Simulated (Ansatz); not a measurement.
# Si on graphene monolayer: hop by a lattice vector of the surface, part 1 of 2

Aim: the minimum-energy path and barrier of the hop by a lattice vector of the surface. The ends are relaxed first, then joined by a nudged elastic band. The slab cell is 3×3, 1 layer thick, and the adsorbate is set down on it by hand.

All numbers below are computed with Ansatz 0.2.0 (DFT PBE, plane waves, PAW, scalar-relativistic, collinear spin).

1 further run of the same task is left out (it didn't finish).

## 1. The system as given

The cell holds 19 atoms (C18Si): a = 7.398 Å, b = 7.398 Å, c = 11.000 Å, α = 90.00°, β = 90.00°, γ = 120.00°.

The coordinates stand in the first input below.

## 2. End point A

The input, input.yaml:

```yaml
crystal:
  lattice:
    - [7.398, 0.0, 0.0]
    - [-3.699, 6.406856, 0.0]
    - [0.0, 0.0, 11.0]
  atoms:
    - { symbol: C, position: [0.0, 0.0, 0.0909091] }
    - { symbol: C, position: [0.2222222, 0.1111111, 0.0909091] }
    - { symbol: C, position: [0.0, 0.3333333, 0.0909091] }
    - { symbol: C, position: [0.2222222, 0.4444444, 0.0909091] }
    - { symbol: C, position: [0.0, 0.6666667, 0.0909091] }
    - { symbol: C, position: [0.2222222, 0.7777778, 0.0909091] }
    - { symbol: C, position: [0.3333333, 0.0, 0.0909091] }
    - { symbol: C, position: [0.5555556, 0.1111111, 0.0909091] }
    - { symbol: C, position: [0.3333333, 0.3333333, 0.0909091] }
    - { symbol: C, position: [0.5555556, 0.4444444, 0.0909091] }
    - { symbol: C, position: [0.3333333, 0.6666667, 0.0909091] }
    - { symbol: C, position: [0.5555556, 0.7777778, 0.0909091] }
    - { symbol: C, position: [0.6666667, 0.0, 0.0909091] }
    - { symbol: C, position: [0.8888889, 0.1111111, 0.0909091] }
    - { symbol: C, position: [0.6666667, 0.3333333, 0.0909091] }
    - { symbol: C, position: [0.8888889, 0.4444444, 0.0909091] }
    - { symbol: C, position: [0.6666667, 0.6666667, 0.0909091] }
    - { symbol: C, position: [0.8888889, 0.7777778, 0.0909091] }
    - { symbol: Si, position: [0.69343, 0.7417732, 0.2590909], spin: 1.0 }
magnetization:
  spin_polarized: true
basis:
  ecutwfc: 420.0
kpoints:
  mp_grid: { grid: [2, 2, 1] }
hamiltonian:
  xc: pbe
scf:
  occupations: { method: fermi_dirac, width: 0.02 }
  lower_state_search: "off"
relax:
  f_tol: 0.03
  max_steps: 60
  adjacent_minimum: "off"
```

Started as:

```bash
$ ansatz run input.yaml --threads 2 --pin off --max-ram 5120MiB --backend cpu --events-out ev --progress --plain --runs-dir out
```

The program printed (excerpt; [...] marks lines left out):

```text
Warning: RAYON_NUM_THREADS=2 ignored (pool sized by the plan → 2); use --threads N
[...]
Pseudopotentials: kind: paw
Pseudopotential: C, paw, valence charge 4, recommended cutoff 420 eV (normal), C.paw.azcp
Pseudopotential: Si, paw, valence charge 4, recommended cutoff 420 eV (normal), Si.paw.azcp
Functional definition: PBE
[...]
Crystal: 19 atoms, lattice volume = 521.377 Å³
Basis set: ecut = 420 eV, 10225 PW (Γ), exchange–correlation on 100×100×150 points (8 copies of the dense FFT grid, shifted against one another)
Bands: 58, of which v1, the nominal top of the filled ones, is band 38 counted from 1 (37 counted from 0)
Symmetry: 1 space group operations
Space group: P1 (ITA 1), of the structure as read, at distance tolerance 8.0e-5 Å
Magnetic group: BNS 1.1 (UNI 1), of the structure as read, at distance tolerance 8.0e-5 Å
k-points: 4
[...]
Starting moments: Σ|m| = 1 μB on 1 of 19 sites
[...]
SCF iter   1: F=—  HF=-5160.494090 eV  |F-HF|=—  |Δ(HF+E_count)|=         —  Δρ=3.78e-2 (↑3.78e-2 ↓3.64e-2)  dr2=3.34e1  dr2_m=8.13e-2  M=0.355 μB ∫|m|=0.366 μB  β_m=0.30  ethr=3.10e-3  ⟨swp⟩=10.4  Hψ=2850  notcnv=0  defer=37
[...]
spin=Collinear: LDOS preconditioning applied to the charge; magnetization (m = ρ↑ − ρ↓) channel mixes plain (no charge-response kernel on spin).
[...]
spin-set hold released at iteration 10 (site moments contracting): the magnetisation degrees of freedom join the quasi-Newton model from the next iteration; the mixer history was flushed
[...]
relax step   1: F+E_penalty+E_count = -5148.45715282 eV  Δ(F+E_penalty+E_count) = +0.000e0 eV  max|allowed force component| = 1.918e0 eV/Å  Δτ_max = 0.0000 Å  (14 SCF iters, dr2 threshold 2.25e-5 eV, accepted)
[...]
relax step   2: F+E_penalty+E_count = -5148.64368149 eV  Δ(F+E_penalty+E_count) = -1.865e-1 eV  max|allowed force component| = 1.103e0 eV/Å  Δτ_max = 0.0867 Å  (7 SCF iters, dr2 threshold 1.00e-4 eV, accepted)
[...]
spin=Collinear: Resta preconditioning applied to the charge; magnetization (m = ρ↑ − ρ↓) channel mixes plain (no charge-response kernel on spin).
```

## 3. The output, continued: end point A relaxed

Output, continued:

```text
relax step   3: F+E_penalty+E_count = -5148.71119529 eV  Δ(F+E_penalty+E_count) = -6.751e-2 eV  max|allowed force component| = 1.858e-1 eV/Å  Δτ_max = 0.0873 Å  (7 SCF iters, dr2 threshold 7.60e-5 eV, accepted)
preconditioner: auto → Resta (q_TF=auto, 1.979 Å⁻¹)  ε∞=2.1  [insulator: Δε(μ)=0.148 eV  Ē_g=13.763 eV  σ=0.020 eV  W_gap=0.95  n_scr=72 (ndim 8)  ℏωp=14.2 eV  f_vac=0.604  D(μ)=0.62/eV (n_scr^D=0)  ε∞_Penn≈2.1  vacuum switching on, ρ_ref=1.4e-2 e/Å³]
spin=Collinear: Resta preconditioning applied to the charge; magnetization (m = ρ↑ − ρ↓) channel mixes plain (no charge-response kernel on spin).
relax step   4: F+E_penalty+E_count = -5148.71757704 eV  Δ(F+E_penalty+E_count) = -6.382e-3 eV  max|allowed force component| = 8.396e-2 eV/Å  Δτ_max = 0.0307 Å  (8 SCF iters, dr2 threshold 2.16e-6 eV, accepted)
preconditioner: auto → Resta (q_TF=auto, 1.979 Å⁻¹)  ε∞=2.1  [insulator: Δε(μ)=0.132 eV  Ē_g=13.685 eV  σ=0.020 eV  W_gap=0.93  n_scr=72 (ndim 8)  ℏωp=14.2 eV  f_vac=0.603  D(μ)=0.89/eV (n_scr^D=0)  ε∞_Penn≈2.1  vacuum switching on, ρ_ref=1.4e-2 e/Å³]
spin=Collinear: Resta preconditioning applied to the charge; magnetization (m = ρ↑ − ρ↓) channel mixes plain (no charge-response kernel on spin).
relax step   5: F+E_penalty+E_count = -5148.73174758 eV  Δ(F+E_penalty+E_count) = -1.417e-2 eV  max|allowed force component| = 2.510e-1 eV/Å  Δτ_max = 0.2000 Å  (12 SCF iters, accepted)
preconditioner: auto → Resta (q_TF=auto, 1.979 Å⁻¹)  ε∞=2.1  [insulator: Δε(μ)=0.051 eV  Ē_g=13.692 eV  σ=0.020 eV  W_gap=0.56  n_scr=72 (ndim 8)  ℏωp=14.2 eV  f_vac=0.604  D(μ)=4.33/eV (n_scr^D=22)  ε∞_Penn≈2.1  vacuum switching on, ρ_ref=1.4e-2 e/Å³]
spin=Collinear: Resta preconditioning applied to the charge; magnetization (m = ρ↑ − ρ↓) channel mixes plain (no charge-response kernel on spin).
relax step   6: F+E_penalty+E_count = -5148.74275066 eV  Δ(F+E_penalty+E_count) = -1.100e-2 eV  max|allowed force component| = 2.336e-1 eV/Å  Δτ_max = 0.2000 Å  (9 SCF iters, dr2 threshold 1.29e-5 eV, accepted)
preconditioner: auto → LDOS  [metal: Δε(μ)=0.033 eV  Ē_g=13.655 eV  σ=0.020 eV  W_gap=0.40  n_scr=72 (ndim 8)  ℏωp=14.2 eV  f_vac=0.602  D(μ)=5.29/eV (n_scr^D=22)]
spin=Collinear: LDOS preconditioning applied to the charge; magnetization (m = ρ↑ − ρ↓) channel mixes plain (no charge-response kernel on spin).
relax step   7: F+E_penalty+E_count = -5148.74438317 eV  Δ(F+E_penalty+E_count) = -1.633e-3 eV  max|allowed force component| = 1.159e-1 eV/Å  Δτ_max = 0.2000 Å  (7 SCF iters, dr2 threshold 4.72e-5 eV, accepted)
preconditioner: auto → LDOS  [metal: Δε(μ)=0.022 eV  Ē_g=13.655 eV  σ=0.020 eV  W_gap=0.26  n_scr=72 (ndim 8)  ℏωp=14.2 eV  f_vac=0.602  D(μ)=5.85/eV (n_scr^D=22)]
spin=Collinear: LDOS preconditioning applied to the charge; magnetization (m = ρ↑ − ρ↓) channel mixes plain (no charge-response kernel on spin).
relax step   8: F+E_penalty+E_count = -5148.75021673 eV  Δ(F+E_penalty+E_count) = -5.834e-3 eV  max|allowed force component| = 2.980e-2 eV/Å  Δτ_max = 0.1059 Å  (8 SCF iters, dr2 threshold 3.31e-6 eV, accepted)
preconditioner: auto → LDOS  [metal: Δε(μ)=0.021 eV  Ē_g=13.653 eV  σ=0.020 eV  W_gap=0.25  n_scr=72 (ndim 8)  ℏωp=14.2 eV  f_vac=0.602  D(μ)=5.90/eV (n_scr^D=22)]
spin=Collinear: LDOS preconditioning applied to the charge; magnetization (m = ρ↑ − ρ↓) channel mixes plain (no charge-response kernel on spin).
relax step   9: F+E_penalty+E_count = -5148.75021679 eV  Δ(F+E_penalty+E_count) = -6.418e-8 eV  max|allowed force component| = 2.969e-2 eV/Å  Δτ_max = 0.0000 Å  (4 SCF iters, accepted)
preconditioner: auto → Resta (q_TF=auto, 1.979 Å⁻¹)  ε∞=2.1  [insulator: Δε(μ)=0.049 eV  Ē_g=13.646 eV  σ=0.020 eV  W_gap=0.55  n_scr=72 (ndim 8)  ℏωp=14.2 eV  f_vac=0.603  D(μ)=4.42/eV (n_scr^D=22)  ε∞_Penn≈2.1  vacuum switching on, ρ_ref=1.4e-2 e/Å³]
spin=Collinear: Resta preconditioning applied to the charge; magnetization (m = ρ↑ − ρ↓) channel mixes plain (no charge-response kernel on spin).
relax step  10: F+E_penalty+E_count = -5148.74817634 eV  Δ(F+E_penalty+E_count) = +2.040e-3 eV  max|allowed force component| = 6.215e-2 eV/Å  Δτ_max = 0.0966 Å  (11 SCF iters, rejected (line search))
preconditioner: auto → LDOS  [metal: Δε(μ)=0.029 eV  Ē_g=13.645 eV  σ=0.020 eV  W_gap=0.35  n_scr=72 (ndim 8)  ℏωp=14.2 eV  f_vac=0.602  D(μ)=5.56/eV (n_scr^D=22)]
spin=Collinear: LDOS preconditioning applied to the charge; magnetization (m = ρ↑ − ρ↓) channel mixes plain (no charge-response kernel on spin).
relax step  11: F+E_penalty+E_count = -5148.75041461 eV  Δ(F+E_penalty+E_count) = -1.978e-4 eV  max|allowed force component| = 1.001e-2 eV/Å  Δτ_max = 0.0243 Å  (10 SCF iters, accepted)
Magnetization: 1.0000 μB (38.5000 up, 37.5000 down)
Absolute magnetization: 1.1333 μB (∫|ρ↑−ρ↓|, with the PAW one-centre terms)
Spin contamination: 0.0566 ħ² per cell (⟨S²⟩ above its minimum at these occupations)
Per-site moments (μB) at R_I (Å): [(0.010745700026006694, 0.585123557869743), (-0.0026946841349561336, 0.5855958411118577), (-0.0027064060479903285, 0.5855562181783618), (0.010603711792991329, 0.5850398318573848), (0.000543374593589713, 0.5836827494333179), (0.0005850999239856074, 0.5836827494333179), (0.006363914749617348, 0.5862792011140119), (0.0013245478348386812, 0.5837845643626535), (0.009561223781671997, 0.5847589704883873), (-0.0016168935791061052, 0.5847589704883873), (-0.0032300627355033485, 0.5850398318573848), (0.00021332434201968, 0.592282348749725), (-0.0017201232161815603, 0.5847860060998687), (0.009754531469468948, 0.5847860060998687), (0.0012988134054033678, 0.5837845643626535), (0.006382251818164775, 0.5862487142802857), (0.00019648129692614107, 0.5923184029809487), (-0.003288011843784583, 0.585123557869743), (0.21846000777881486, 0.8824344950324624)]
Free energy (F): -5148.750415 eV
Harris-Foulkes:  -5148.750415 eV  (|F-HF|=5.41e-10)
Internal energy: -5148.743729 eV  (E = F + TS)
E sigma→0 (E₀):  -5148.747072 eV
Entropy (-TS):   -0.006685 eV (-0.352 meV/atom)
[...]
Fermi energy:    -0.038065 eV
--- Per-component energies (eV) ---
  E_band       = -704.904840
  E_kinetic    = 1678.000247
  E_local      = -15140.342559  (includes V_loc(G=0)·N_el)
  E_nonlocal   = 517.877209
  E_hartree    = 6739.466825
  E_xc         = -918.394361
  E_vxc        = -1115.135105  (∫ρ·V_xc dr)
  E_paw        = -2300.158537  (= ΣΔE_a)
  E_vpaw       = -124.238003  (= ΣTr[D̂ρ^β])
  E_aug_tail   = 0.000143  (compensation charges beyond the density's cutoff)
  E_ewald      = 4274.807304
  E_smearing   = -0.006685  (= −TS)
  E_closure    = -0.000000  (closes the sum)
  Σ components = -5148.750415   (vs F -5148.750415, Δ=0.00e0)
--- Forces (eV/Å), atoms counted from 1 ---
  atom   1  C     -0.00370642    -0.00484240    -0.00179271
  atom   2  C      0.00108584     0.00257935    -0.00363837
  atom   3  C      0.00165260    -0.00434008    -0.00172752
  atom   4  C     -0.00123370     0.00294178    -0.00039313
  atom   5  C     -0.00237216    -0.00229283    -0.00098769
  atom   6  C      0.00255710     0.00673862    -0.00253353
  atom   7  C     -0.00245228    -0.00379096     0.00280787
  atom   8  C     -0.00200719     0.00296357     0.00027246
  atom   9  C     -0.00186791    -0.00147973     0.00134643
  atom  10  C     -0.00899429    -0.00401959     0.00394219
  atom  11  C     -0.00537547    -0.00530218    -0.00338012
  atom  12  C      0.00075444     0.00445475     0.00233290
  atom  13  C      0.00358242    -0.00917973     0.00227151
  atom  14  C      0.00279660     0.00022707     0.00264593
  atom  15  C      0.00676656    -0.00187128     0.00093406
  atom  16  C     -0.00295175     0.00420181     0.00143347
  atom  17  C      0.00320263     0.01000680     0.00263244
  atom  18  C      0.00913387     0.00541331    -0.00530229
  atom  19  Si    -0.00057803    -0.00240811    -0.00087900
  max |Σ_I F_I| component: 1.51e-5 eV/Å
--- Relaxed structure (11 steps of the walk, 10 accepted, 0 SCFs on fresh bases) ---
  F+E_penalty+E_count = -5148.75041461 eV   max|allowed force component| = 1.001e-2 eV/Å
  atoms:
    - { symbol: C, position: [0.00520873925713647, 0.0018080143784270665, 0.08658323902449279] }
    - { symbol: C, position: [0.22679734177403554, 0.11173430114784323, 0.08596712884082579] }
    - { symbol: C, position: [0.004056339152160082, 0.3347196276105328, 0.08592895853611157] }
    - { symbol: C, position: [0.22566107604273597, 0.44465680900305526, 0.08655476299544274] }
    - { symbol: C, position: [0.004972569840368368, 0.6677432043226141, 0.09093235503388519] }
    - { symbol: C, position: [0.2258271846101768, 0.7786673626851457, 0.09092060754673358] }
    - { symbol: C, position: [0.33772028744048815, 0.0008924296102942556, 0.0892813622900254] }
    - { symbol: C, position: [0.5599713507451984, 0.11277062824033908, 0.08988175724052838] }
    - { symbol: C, position: [0.3368855622990774, 0.3333119695733744, 0.0860862821322409] }
    - { symbol: C, position: [0.5579659706346568, 0.44262951765356, 0.0912497168288278] }
    - { symbol: C, position: [0.33506143458917903, 0.6658044359821191, 0.0922633217145847] }
    - { symbol: C, position: [0.5590680314366692, 0.779796242268292, 0.09598139182059787] }
    - { symbol: C, position: [0.6729027721883639, 0.0038305307831071264, 0.09128567771698749] }
    - { symbol: C, position: [0.8939898665346131, 0.11315705086132746, 0.08607030474193085] }
    - { symbol: C, position: [0.6708488103375938, 0.33366395054913056, 0.08986528202396339] }
    - { symbol: C, position: [0.8931203663993621, 0.4455357804992441, 0.08926910794665284] }
    - { symbol: C, position: [0.6717094423733561, 0.6665954998414205, 0.09598860553119419] }
    - { symbol: C, position: [0.8957362535747542, 0.7806310211189899, 0.09232772857811031] }
    - { symbol: Si, position: [0.6159267007700733, 0.7238247238711816, 0.2790171094568638] }
```

Wall time 33 s (2 threads of AMD EPYC 9R45 (Zen 5), shared host); peak memory 0.94 GiB.

The steps of the relaxation:

```csv
step,energy from step 1 (eV/cell),largest force component (eV/Å)
1,0.0000,1.9175
2,-0.1865,1.1031
3,-0.2540,0.1858
4,-0.2604,0.0840
5,-0.2746,0.2510
6,-0.2856,0.2336
7,-0.2872,0.1159
8,-0.2931,0.0298
9,-0.2931,0.0297
10x,-0.2910,0.0622
11,-0.2933,0.0100
```

Step 1 is the start. Step 9 solves the same geometry again. 1 step was tried and not accepted (10; marked x where the table lists them).

The atom that moved most is Si19, by 0.56 Å.

## 4. Nudged elastic band

crystal.atoms is end A as relaxed above, and neb.final_atoms is the same geometry shifted by the lattice vector, with the slab's atoms relabelled. With 3 inner images the band has 5 in all.

The input, input.yaml:

```yaml
crystal:
  lattice:
    - [7.398, 0.0, 0.0]
    - [-3.699, 6.406856, 0.0]
    - [0.0, 0.0, 11.0]
  atoms:
    - { symbol: C, position: [0.00520874, 0.00180801, 0.08658324] }
    - { symbol: C, position: [0.22679734, 0.1117343, 0.08596713] }
    - { symbol: C, position: [0.00405634, 0.33471963, 0.08592896] }
    - { symbol: C, position: [0.22566108, 0.44465681, 0.08655476] }
    - { symbol: C, position: [0.00497257, 0.6677432, 0.09093236] }
    - { symbol: C, position: [0.22582718, 0.77866736, 0.09092061] }
    - { symbol: C, position: [0.33772029, 0.00089243, 0.08928136] }
    - { symbol: C, position: [0.55997135, 0.11277063, 0.08988176] }
    - { symbol: C, position: [0.33688556, 0.33331197, 0.08608628] }
    - { symbol: C, position: [0.55796597, 0.44262952, 0.09124972] }
    - { symbol: C, position: [0.33506143, 0.66580444, 0.09226332] }
    - { symbol: C, position: [0.55906803, 0.77979624, 0.09598139] }
    - { symbol: C, position: [0.67290277, 0.00383053, 0.09128568] }
    - { symbol: C, position: [0.89398987, 0.11315705, 0.0860703] }
    - { symbol: C, position: [0.67084881, 0.33366395, 0.08986528] }
    - { symbol: C, position: [0.89312037, 0.44553578, 0.08926911] }
    - { symbol: C, position: [0.67170944, 0.6665955, 0.09598861] }
    - { symbol: C, position: [0.89573625, 0.78063102, 0.09232773] }
    - { symbol: Si, position: [0.6159267, 0.72382472, 0.27901711], spin: 0.22 }
magnetization:
  spin_polarized: true
basis:
  ecutwfc: 420.0
kpoints:
  mp_grid: { grid: [2, 2, 1] }
hamiltonian:
  xc: pbe
scf:
  occupations: { method: fermi_dirac, width: 0.02 }
  lower_state_search: "off"
neb:
  images: 3
  f_tol: 0.03
  initial_path: idpp
  max_iterations: 80
  final_atoms:
    - { symbol: C, position: [0.0062361, 0.00383053, 0.09128568] }
    - { symbol: C, position: [0.2273232, 0.11315705, 0.0860703] }
    - { symbol: C, position: [0.00418214, 0.33366395, 0.08986528] }
    - { symbol: C, position: [0.2264537, 0.44553578, 0.08926911] }
    - { symbol: C, position: [0.00504277, 0.6665955, 0.09598861] }
    - { symbol: C, position: [0.22906958, 0.78063102, 0.09232773] }
    - { symbol: C, position: [0.33854207, 0.00180801, 0.08658324] }
    - { symbol: C, position: [0.56013067, 0.1117343, 0.08596713] }
    - { symbol: C, position: [0.33738967, 0.33471963, 0.08592896] }
    - { symbol: C, position: [0.55899441, 0.44465681, 0.08655476] }
    - { symbol: C, position: [0.3383059, 0.6677432, 0.09093236] }
    - { symbol: C, position: [0.55916051, 0.77866736, 0.09092061] }
    - { symbol: C, position: [0.67105362, 0.00089243, 0.08928136] }
    - { symbol: C, position: [0.89330468, 0.11277063, 0.08988176] }
    - { symbol: C, position: [0.67021889, 0.33331197, 0.08608628] }
    - { symbol: C, position: [0.8912993, 0.44262952, 0.09124972] }
    - { symbol: C, position: [0.66839476, 0.66580444, 0.09226332] }
    - { symbol: C, position: [0.89240136, 0.77979624, 0.09598139] }
    - { symbol: Si, position: [0.94926003, 0.72382472, 0.27901711] }
  order_check: true
```

Started as:

```bash
$ ansatz run input.yaml --threads 2 --pin off --max-ram 5120MiB --backend cpu --events-out ev --progress --plain --runs-dir out
```

The program printed (excerpt; [...] marks lines left out):

```text
Warning: neb: disabling space-group detection — the band's intermediate images generally break the endpoint symmetry, so no spatial operation reduces the k-mesh or symmetrises the density, except that a semilocal band can use its path's symmetry ahead of convergence; time reversal is [...]
Warning: RAYON_NUM_THREADS=2 ignored (pool sized by the plan → 2); use --threads N
[...]
Pseudopotentials: kind: paw
Pseudopotential: C, paw, valence charge 4, recommended cutoff 420 eV (normal), C.paw.azcp
Pseudopotential: Si, paw, valence charge 4, recommended cutoff 420 eV (normal), Si.paw.azcp
Functional definition: PBE
[...]
parallel-image band execution: 2 concurrent image workers
NEB image 0
Crystal: 19 atoms, lattice volume = 521.377 Å³
Basis set: ecut = 420 eV, 10225 PW (Γ), exchange–correlation on 100×100×150 points (8 copies of the dense FFT grid, shifted against one another)
Bands: 58, of which v1, the nominal top of the filled ones, is band 38 counted from 1 (37 counted from 0)
Symmetry: 1 space group operations
k-points: 4
[...]
spin=Collinear: Resta preconditioning applied to the charge; magnetization (m = ρ↑ − ρ↓) channel mixes plain (no charge-response kernel on spin).
[...]
spin-set hold released at iteration 14 (site moments contracting): the magnetisation degrees of freedom join the quasi-Newton model from the next iteration; the mixer history was flushed
NEB image 3
[...]
spin=Collinear: LDOS preconditioning applied to the charge; magnetization (m = ρ↑ − ρ↓) channel mixes plain (no charge-response kernel on spin).
[...]
spin-set hold released at iteration 8 (site moments contracting): the magnetisation degrees of freedom join the quasi-Newton model from the next iteration; the mixer history was flushed
NEB iter   1: max|band force component| = 1.041e0 eV/Å  barrier→ = 0.3127 eV  barrier← = 0.3127 eV  Δτ_max = 0.1535 Å  (119 SCF iters)
[...]
NEB iter   2: max|band force component| = 6.952e-1 eV/Å  barrier→ = 0.1189 eV  barrier← = 0.1189 eV  Δτ_max = 0.2000 Å  (44 SCF iters)
  M     (μB):  +1.0000  +1.0005  +1.0000  +1.1542  +1.0000
  M_abs (μB):   1.1333   1.2681   1.2168   1.5563   1.1334
NEB image 1
[...]
spin=Collinear: LDOS preconditioning applied to the charge; magnetization (m = ρ↑ − ρ↓) channel mixes plain (no charge-response kernel on spin).
NEB image 2
```

## 5. More of the same log: band between the two ends

Output, continued (excerpt; [...] marks lines left out):

```text
[...]
spin=Collinear: LDOS preconditioning applied to the charge; magnetization (m = ρ↑ − ρ↓) channel mixes plain (no charge-response kernel on spin).
NEB image 3
[...]
spin=Collinear: LDOS preconditioning applied to the charge; magnetization (m = ρ↑ − ρ↓) channel mixes plain (no charge-response kernel on spin).
NEB iter   3: max|band force component| = 1.047e0 eV/Å  barrier→ = 0.1009 eV  barrier← = 0.1009 eV  Δτ_max = 0.0993 Å  (43 SCF iters)
[...]
NEB iter   8: max|band force component| = 4.807e-2 eV/Å  barrier→ = 0.0432 eV  barrier← = 0.0432 eV  CI = image 3  Δτ_max = 0.0077 Å  (25 SCF iters)
[...]
  M     (μB):  +1.0000  +1.0000  +1.0000  +1.0000  +1.0000
  M_abs (μB):   1.1333   1.1568   1.1327   1.1562   1.1334
Magnetization: 1.0000 μB (38.5000 up, 37.5000 down)
Absolute magnetization: 1.1562 μB (∫|ρ↑−ρ↓|, with the PAW one-centre terms)
Spin contamination: 0.0300 ħ² per cell (⟨S²⟩ above its minimum at these occupations)
[...]
Free energy (F): -5148.707203 eV
[...]
E sigma→0 (E₀):  -5148.703723 eV
Entropy (-TS):   -0.006959 eV (-0.366 meV/atom)
Fermi energy:    0.039705 eV
[...]
--- Forces (eV/Å), atoms counted from 1 ---
  atom   1  C      0.00283708     0.00136676    -0.00116984
  atom   2  C     -0.00258852    -0.00122814     0.00024694
  atom   3  C      0.00435078     0.00047091     0.00027728
  atom   4  C     -0.00522715    -0.00070411    -0.00015814
[...]
  atom   5  C      0.00270048     0.00093471     0.00167731
  atom   6  C     -0.00212675    -0.00029504    -0.00003657
  atom   7  C      0.00147128    -0.00156260     0.00026839
  atom   8  C      0.00165246     0.00065802     0.00021151
[...]
--- Band table (eV; the first three rows and the last of 8) ---
[...]
```

(Continued in part 2 of 2.)
